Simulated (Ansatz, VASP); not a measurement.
## One calculation of LiCl, two programs

The input INCAR:

```
SYSTEM = LiCl
PREC = Accurate
ENCUT = 600
EDIFF = 1E-6
ISMEAR = -1
SIGMA = 0.05
LREAL = .False.
LASPH = .True.
NELM = 100
ALGO = Normal
ISIF = 3
LWAVE = .False.
LCHARG = .False.
GGA = PS
IVDW = 12
IBRION = 2
NSW = 60
EDIFFG = -0.01
```

Contents of KPOINTS:

```
Automatic mesh
0
Gamma
  9 9 9
  0 0 0
```

The input POSCAR:

```
LiCl
1.0
    0.0000000000      2.5647700000      2.5647700000
    2.5647700000      0.0000000000      2.5647700000
    2.5647700000      2.5647700000      0.0000000000
Cl Li
1 1
Direct
    0.5000000000      0.5000000000      0.5000000000
    0.0000000000      0.0000000000      0.0000000000
```

The input input.yaml:

```yaml
crystal:
  lattice:
    - [0.0, 2.56477, 2.56477]
    - [2.56477, 0.0, 2.56477]
    - [2.56477, 2.56477, 0.0]
  atoms:
    - { symbol: Cl, position: [0.5, 0.5, 0.5] }
    - { symbol: Li, position: [0.0, 0.0, 0.0] }
hamiltonian:
  xc: pbesol
  pseudopotentials: { kind: paw }
  dispersion: d3bj
kpoints:
  mp_grid: { grid: [9, 9, 9] }
scf:
  occupations: { method: fermi_dirac, width: 0.05 }
output:
  forces: true
  stress: true
  eigenvalues: true
relax:
  f_tol: 0.01
  max_steps: 40
  cell: { stress_tol: 0.05 }
```

Alike in both runs: task relaxation of cell and atoms; functional PBEsol; dispersion D3(BJ); k mesh 9 × 9 × 9; occupations fermi-dirac, width 0.05 eV; no spin polarisation.

|  | VASP | Ansatz |
| --- | --- | --- |
| version | VASP 6.6.1 | Ansatz 0.2.0 |
| potentials or method | VASP PAW PBE potentials, release 64 (Cl, Li_sv) | Ansatz PAW |
| plane-wave cutoff (eV) | 600 | 420 |
| valence electrons in the cell | 10 | 10 |

|  | VASP | Ansatz | Ansatz less VASP |
| --- | --- | --- | --- |
| gap on the k mesh at the Fermi level, each at its own relaxed structure (eV) | 6.70 | 6.67 | -0.025 |
| relaxed volume (Å³/atom) | 15.35 | 15.38 | +0.033 |
| relaxed cell length with the largest relative difference (Å) | 3.515 | 3.517 | +0.0025 |
| energy change over the relaxation (meV/atom) | -16 | -15 | +0.7 |

Caveats: the cutoff is under 1.25 times the usual one of these potentials, so pressure, stress and relaxed cells hold a basis-set (Pulay) error (VASP); the PAW data sets were made with another functional, which shifts forces and pressure a little (VASP); an odd mesh through Γ misses points on the zone boundary, where band edges often lie (VASP); odd divisions of the mesh miss points on the zone boundary, where band edges often lie, so the gap on the mesh can be too wide (Ansatz); the plane-wave basis is chosen anew once the cell has moved, so the energies of steps on either side of that aren't comparable (Ansatz); the PAW data sets come from PBE, with cores solved anew for the run's functional, which leaves a small shift of forces and pressure (Ansatz). As with any semilocal functional, this PBEsol gap is likely too small.
